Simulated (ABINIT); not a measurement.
The system is NiO.

```xyz
2
Lattice="0.0000 2.0859 2.0859 2.0859 0.0000 2.0859 2.0859 2.0859 0.0000" Properties=species:S:1:pos:R:3 pbc="T T T"
Ni    0.0000    0.0000    0.0000
O     2.0859    2.0859    2.0859
```

Base run:

| Item | Value |
| --- | --- |
| Program | ABINIT 10.8.3 (patched build) |
| Functional | PBE |
| Potentials or basis | JTH PAW PBE v2.0 |
| Cutoff | 1116 eV |
| k mesh | 11 × 11 × 11 |
| Occupations | fermi-dirac, width 0.05 eV |
| Spin | collinear spin, ferromagnetic start |
| Starting moments | [1.0, 0.0] μB |

Its results: band gap on the k mesh none (metal or under the smearing width); pressure -1.4 GPa; net moment 0.00 μB per cell.

Question: The run is repeated on the same cell with these changes: functional from PBE to PBEsol; potentials or basis from JTH PAW PBE v2.0 to PseudoDojo NC SR PBEsol v0.4.1 standard; cutoff from 1116 eV to 1333 eV. What comes out?

Answer: Band gap on the k mesh none (metal or under the smearing width); pressure -12.3 GPa; net moment 0.00 μB per cell.

Caveats: small starting moments can end in a higher magnetic state in this program; semilocal functionals often make such compounds metallic where correlation or magnetic order opens a gap, which also shifts bond lengths.

Not every run made on this cell is shown here.
